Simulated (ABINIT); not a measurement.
# BaO (Fm-3m): one start, several treatments of the self-energy, part 2 of 2

Wanted: the gap of BaO (Fm-3m) under several approximations, with cost.

ABINIT 10.8.3; PBE and many-body steps on it, plane waves. Known limits of the many-body steps: not at the basis limit; no spin-orbit coupling.

So far. Step 3 (Screening, 6×6×6 mesh, 181 bands, screening to 228.6 eV): Local fields lower ε∞ by 11 %. Step 4 (G0W0, Godby-Needs plasmon pole): The gap on the mesh goes from 1.94 eV to 2.98 eV, a correction of +1.04 eV.

The database entry behind the starting cell differs from later determinations by our own check (about 0.7 % short), so it need not match the best structure at ambient conditions.

### 5. G0W0, Hybertsen-Louie plasmon pole

Level of this step: G0W0 on PBE, plane waves, norm-conserving pseudopotentials (ABINIT).

The input, run.abi:

```
acell 3*1.0 Angstrom
rprim 
  -0.000000000000 2.750000000000 2.750000000000
  2.750000000000 -0.000000000000 2.750000000000
  2.750000000000 2.750000000000 -0.000000000000
ntypat 2
znucl 56 8
natom 2
typat 1 2
xred 
  0.000000000000 0.000000000000 0.000000000000
  0.500000000000 0.500000000000 0.500000000000
pp_dirpath "pseudos"
pseudos "Ba.upf, O.upf"
ecut 36
ngkpt 6 6 6
nshiftk 1
shiftk 0 0 0
kptopt 1
chksymbreak 0
istwfk *1
occopt 1
irdwfk 1
optdriver 4
nband 181
gwcalctyp 0
ecutsigx 36
symsigma 1
nkptgw 2
kptgw 
  0.5000000000 0.5000000000 0.0000000000
  0.0000000000 0.0000000000 0.0000000000
bdgw 
  6 10
  6 12
ecuteps 8.4
irdscr 1
ppmodel 2
indata_prefix "in"
outdata_prefix "out"
tmpdata_prefix "tmp"
```

Started as:

```sh
$ OMP_NUM_THREADS=1 mpirun -n 8 abinit run.abi > log
```

Log:

```text
.Version 10.8.3 of ABINIT. v10.8.2 released Aug 2026.

 Symmetries : space group Fm -3 m (#225); Bravais cF (face-center cubic)
[... echo of the input left out ...]
== DATASET  1 ==================================================================
-   mpi_nproc: 8, omp_nthreads: 1 (-1 if OMP is not activated)

--- !DatasetInfo
iteration_state: {dtset: 1, }
dimensions: {natom: 2, nkpt: 16, mband: 181, nsppol: 1, nspinor: 1, nspden: 1, mpw: 2914, }
cutoff_energies: {ecut:  36.0, pawecutdg:  -1.0, }
electrons: {nelect:   1.60000000E+01, charge:   0.00000000E+00, occopt:   1.00000000E+00, tsmear:   1.00000000E-02, }

 SIGMA: Calculation of the GW corrections

 Based on a program developped by R.W. Godby, V. Olevano, G. Onida, and L. Reining.
 Incorporated in ABINIT by V. Olevano, G.-M. Rignanese, and M. Torrent.
.Using double precision arithmetic ; gwpc =  8

[... cell and pseudopotentials left out ...]
--------------------------------------------------------------------------------

 ==== K-mesh for the wavefunctions ====
 Number of points in the irreducible wedge :    16
[... list of points left out ...]
 Together with 48 symmetry operations and time-reversal symmetry
 yields   216 points in the full Brillouin Zone.

 ==== Q-mesh for screening function ====
 Number of points in the irreducible wedge :    16
[... list of points left out ...]
 Together with 48 symmetry operations and time-reversal symmetry
 yields   216 points in the full Brillouin Zone.

 vcoul_init : cutoff-mode = AUXILIARY_FUNCTION
 q-points for optical limit:   1
     1)      0.000010    0.000020    0.000030
 setmesh: FFT mesh size selected  =    40x   40x   40
          total number of points  =        64000

 Number of electrons calculated from density =   16.0000; Expected =   16.0000
[...]
number of omega for Sigma on real axis              0
 max omega for Sigma on real axis  [eV]           0.00
 zcut for avoiding poles [eV]                     0.10

 EPSILON^-1 parameters (SCR file):
 dimension of the eps^-1 matrix on file            331
 dimension of the eps^-1 matrix used               331
 number of plane-waves for wavefunctions          2891
 number of bands                                   181
 number of q-points in IBZ                          16
 number of frequencies                               2
 number of real frequencies                          1
 number of imag frequencies                          1

 matrix elements of self-energy operator (all in [eV])

 Perturbative Calculation

--- !SelfEnergy_ee
iteration_state: {dtset: 1, }
kpoint     : [   0.500,    0.500,    0.000, ]
spin       : 1
KS_gap     :    1.938
QP_gap     :    3.420
Delta_QP_KS:    1.482
data: !SigmaeeData |
     Band     E0 <VxcDFT>   SigX SigC(E0)      Z dSigC/dE  Sig(E)    E-E0       E
        6   5.561 -18.624 -23.592   3.264   0.818  -0.223 -20.018  -1.394   4.167
        7   5.561 -18.624 -23.592   3.264   0.818  -0.223 -20.018  -1.394   4.167
        8   5.775 -18.633 -23.439   3.140   0.820  -0.219 -20.000  -1.367   4.408
[...]
--- !SelfEnergy_ee
iteration_state: {dtset: 1, }
kpoint     : [   0.000,    0.000,    0.000, ]
spin       : 1
KS_gap     :    4.097
QP_gap     :    5.582
Delta_QP_KS:    1.485
data: !SigmaeeData |
     Band     E0 <VxcDFT>   SigX SigC(E0)      Z dSigC/dE  Sig(E)    E-E0       E
[...]
11  10.476  -9.827  -4.987  -4.371   0.865  -0.155  -9.421   0.406  10.881
       12  10.476  -9.827  -4.987  -4.371   0.865  -0.155  -9.421   0.406  10.881

== END DATASET(S) ==============================================================
================================================================================

 -outvars: echo values of variables after computation  --------
           etotal      0.0000000000E+00
            nband         181
             nkpt          16
          spgroup         225
 [... the other variables as echoed above ...]

 Calculation completed.
```

Elapsed: 33 s, on 8 MPI ranks of Intel Xeon Platinum 8488C (Sapphire Rapids), shared host; peak memory 2.9 GiB.

Numbers from this step:

- G0W0 gap on the points computed: 3.42 eV
- starting gap on the mesh: 1.938 eV
- k of the valence top: 0.5, 0.5, 0
- k of the conduction bottom: 0.5, 0.5, 0
- Z at the valence top: 0.82
- Z at the conduction bottom: 0.87
- least direct G0W0 gap on the computed points: 3.42 eV

Against G0W0 in ABINIT (6×6×6 mesh, 181 bands, screening to 228.6 eV, Godby-Needs plasmon pole), the gap moves by +0.442 eV.

### 6. G0W0, von der Linden-Horsch plasmon pole

run.abi: that of step 5 with these lines changed.

```diff
@@ -37,3 +37,3 @@
 irdscr 1
-ppmodel 2
+ppmodel 3
 indata_prefix "in"
```

Log:

```text
.Version 10.8.3 of ABINIT. v10.8.2 released Aug 2026.

 Symmetries : space group Fm -3 m (#225); Bravais cF (face-center cubic)
[... echo of the input left out ...]
== DATASET  1 ==================================================================
-   mpi_nproc: 8, omp_nthreads: 1 (-1 if OMP is not activated)

--- !DatasetInfo
iteration_state: {dtset: 1, }
dimensions: {natom: 2, nkpt: 16, mband: 181, nsppol: 1, nspinor: 1, nspden: 1, mpw: 2914, }
cutoff_energies: {ecut:  36.0, pawecutdg:  -1.0, }
[...]
Band     E0 <VxcDFT>   SigX SigC(E0)      Z dSigC/dE  Sig(E)    E-E0       E
[...]
11  10.476  -9.827  -4.987  -4.540   0.886  -0.128  -9.562   0.265  10.741
       12  10.476  -9.827  -4.987  -4.540   0.886  -0.128  -9.562   0.265  10.741

== END DATASET(S) ==============================================================
================================================================================

 -outvars: echo values of variables after computation  --------
           etotal      0.0000000000E+00
            nband         181
             nkpt          16
          spgroup         225
 [... the other variables as echoed above ...]

 Calculation completed.
```

The job ended after 18 s (8 MPI ranks; peak memory 2.7 GiB; 2.4 min of CPU time).

Numbers from this step:

* G0W0 gap on the points computed: 2.991 eV
* starting gap on the mesh: 1.938 eV
* k of the valence top: 0.5, 0.5, 0
* k of the conduction bottom: 0.5, 0.5, 0
* least direct G0W0 gap on the computed points: 2.991 eV

Against G0W0 in ABINIT (6×6×6 mesh, 181 bands, screening to 228.6 eV, Godby-Needs plasmon pole), the gap moves by +0.013 eV.

### 7. G0W0, Engel-Farid plasmon pole

run.abi: that of step 6 with these lines changed.

```diff
@@ -37,3 +37,3 @@
 irdscr 1
-ppmodel 3
+ppmodel 4
 indata_prefix "in"
```

Log:

```text
.Version 10.8.3 of ABINIT. v10.8.2 released Aug 2026.

 Symmetries : space group Fm -3 m (#225); Bravais cF (face-center cubic)
[... echo of the input left out ...]
== DATASET  1 ==================================================================
-   mpi_nproc: 8, omp_nthreads: 1 (-1 if OMP is not activated)

--- !DatasetInfo
iteration_state: {dtset: 1, }
dimensions: {natom: 2, nkpt: 16, mband: 181, nsppol: 1, nspinor: 1, nspden: 1, mpw: 2914, }
cutoff_energies: {ecut:  36.0, pawecutdg:  -1.0, }
[...]
Band     E0 <VxcDFT>   SigX SigC(E0)      Z dSigC/dE  Sig(E)    E-E0       E
[...]
11  10.476  -9.827  -4.987  -4.290   0.847  -0.181  -9.362   0.465  10.941
       12  10.476  -9.827  -4.987  -4.290   0.847  -0.181  -9.362   0.465  10.941

== END DATASET(S) ==============================================================
================================================================================

 -outvars: echo values of variables after computation  --------
           etotal      0.0000000000E+00
            nband         181
             nkpt          16
          spgroup         225
 [... the other variables as echoed above ...]

 Calculation completed.
```

It took 21 s on 8 MPI ranks; peak memory 2.7 GiB; 2.8 min of CPU time.

This step gave:

```
G0W0 gap on the points computed              : 3.109 eV
starting gap on the mesh                     : 1.938 eV
k of the valence top                         : 0.5, 0.5, 0
k of the conduction bottom                   : 0.5, 0.5, 0
least direct G0W0 gap on the computed points : 3.109 eV
```

Against G0W0 in ABINIT (6×6×6 mesh, 181 bands, screening to 228.6 eV, Godby-Needs plasmon pole), the gap moves by +0.131 eV.

### 8. Side by side

Times are wall times on 8 MPI ranks of Intel Xeon Platinum 8488C (Sapphire Rapids), shared host, good to a factor of about two. A run's time includes the screening step that it read.

```
                                     run   mesh  bands  screening cutoff (eV)  DFT gap (eV)  gap on the mesh (eV)  direct (eV)  ε∞ used     time
          G0W0, Godby-Needs plasmon pole  6×6×6    181                  228.6         1.938                 2.978        2.978     4.01    3 min
      G0W0, Hybertsen-Louie plasmon pole  6×6×6    181                  228.6         1.938                 3.420        3.420     4.01    3 min
G0W0, von der Linden-Horsch plasmon pole  6×6×6    181                  228.6         1.938                 2.991        2.991     4.01  2.7 min
          G0W0, Engel-Farid plasmon pole  6×6×6    181                  228.6         1.938                 3.109        3.109     4.01  2.8 min
```

### 9. What came out

| Property | Result |
| --- | --- |
| G0W0, Godby-Needs plasmon pole | 2.978 eV |
| G0W0, Hybertsen-Louie plasmon pole | 3.420 eV |
| G0W0, von der Linden-Horsch plasmon pole | 2.991 eV |
| G0W0, Engel-Farid plasmon pole | 3.109 eV |
| known limits | not at the basis limit; no spin-orbit coupling |

In words: G0W0, Hybertsen-Louie plasmon pole: +0.442 eV against G0W0, Godby-Needs plasmon pole. G0W0, von der Linden-Horsch plasmon pole: +0.013 eV against G0W0, Godby-Needs plasmon pole. G0W0, Engel-Farid plasmon pole: +0.131 eV against G0W0, Godby-Needs plasmon pole. Bands and cutoff are finite, so the gap is not at the basis limit. The miss can reach some tenths of an eV and take either sign; the mesh is an error of its own. In the G0W0 runs levels were corrected at 2 k points alone, so a gap called «on the mesh» is the least over those, and an edge elsewhere would be missed. The many-body steps are scalar-relativistic: spin-orbit coupling is not in them.

[Paths, hosts, dates, memory and timing lines, banners, echoed tables and standing remarks are left out of the program output.]

[Logs are printed without paths, hosts, clocks, repeated set-up lines and the standing remarks that a program may print on its own settings, such as how far it seeks lower states.]

[Runs of the session that timed out or met a known fault of the program may be left out.]

[Hosts, paths, dates, database ids (printed as entryN), source tags and the programs' standing remarks are cut or masked in the printed files.]

[G0W0 gaps are taken among the corrected bands and points alone; a level outside them can change the order at an edge.]

[Where Ansatz stands beside ABINIT at settings called matched, ABINIT's density can come from a denser mesh and the files from another edition; pairs whose starting gaps differed by over 0.03 eV were left out, so agreement reads better than it is.]
